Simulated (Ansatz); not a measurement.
Working through a displacement scan with seeded SCF runs of GaAs, space group F-43m

Computed with the Ansatz DFT code, driven from Python.

Interactive session:
```pycon
>>> import ansatz as az
>>> import numpy as np
>>> from tabulate import tabulate
>>> WIDTH_EV = 0.02
>>> SCF_TOL = 1e-07
>>> MESH = (4, 4, 4)
>>> FUNCTIONAL = "r2scan"
>>> lattice = az.Lattice.of(
...     (0.0, 2.82685, 2.82685),
...     (2.82685, 0.0, 2.82685),
...     (2.82685, 2.82685, 0.0),
... )
>>> sites = [
...     ("Ga", (0.0, 0.0, 0.0)),
...     ("As", (0.25, 0.25, 0.25)),
... ]
>>> crystal = az.Crystal(lattice=lattice)
>>> for symbol, position in sites:
...     crystal = crystal.atom(symbol, position)
...
>>> crystal.resolved().tree()["lattice"]
((0.0, 2.82685, 2.82685), (2.82685, 0.0, 2.82685), (2.82685, 2.82685, 0.0))
>>> start = np.array(crystal.resolved().sites[0].position)
>>> previous, rows = None, []
>>> for step in range(4):
...     target = start + step * 0.01 * np.eye(3)[2]
...     setup = crystal.move(0, to=target).calculation()
...     setup = setup.occupations(az.OccupationsMethod.FERMI_DIRAC, width=WIDTH_EV)
...     setup = setup.pseudopotentials("paw")
...     setup = setup.scf(tolerance=SCF_TOL).kpoints(*MESH)
...     setup = setup.functional(FUNCTIONAL)
...     setup = setup.forces()
...     session = setup.session()
...     if previous is not None:
...         session.seed_next_step(previous)
...     previous = session.plan(retain="wavefunctions").execute()
...     rep = previous.report
...     shift = float(np.linalg.norm((target - start) @ np.array(rep["lattice"]["cell_ang"])))
...     rows.append((step, shift, rep["lagrangian_ev"], float(np.linalg.norm(rep["forces_ev_ang"][0])), rep["n_iterations"], rep["n_symmetry_ops"]))
...
DeckWarning: basis.ecutwfc = 500 eV, auto-derived from the records' recommended cutoffs: set by Ga (their level for a meta-GGA)
True
True
True
>>> rows = [(row[0], row[1], 1000 * (row[2] - rows[0][2]), *row[3:]) for row in rows]
>>> print(tabulate(rows, headers=["step", "moved A", "dE meV", "force on it eV/A", "iterations", "symmetry operations"], floatfmt=".4f", tablefmt="simple"))
  step    moved A    dE meV    force on it eV/A    iterations    symmetry operations
------  ---------  --------  ------------------  ------------  ---------------------
     0     0.0000    0.0000              0.0000             7                     24
     1     0.0400    7.7027              0.3863             6                      2
     2     0.0800   30.8340              0.7775             6                      2
     3     0.1199   69.4636              1.1786             6                      2
```

What to keep in mind:
- The k-point mesh is coarse, and energy and stress weren't tested for convergence.
- The starting cell is as deposited in a crystallographic database; the results hold for this polymorph, which needn't be the stable one.
- Warnings are shown shortened and without file and line.
- The first step keeps the crystal's symmetry; the moved atom lowers it.
- It ran for 19 s on 1 thread of Arm Neoverse V1 (shared host), peak memory 0.52 GiB.
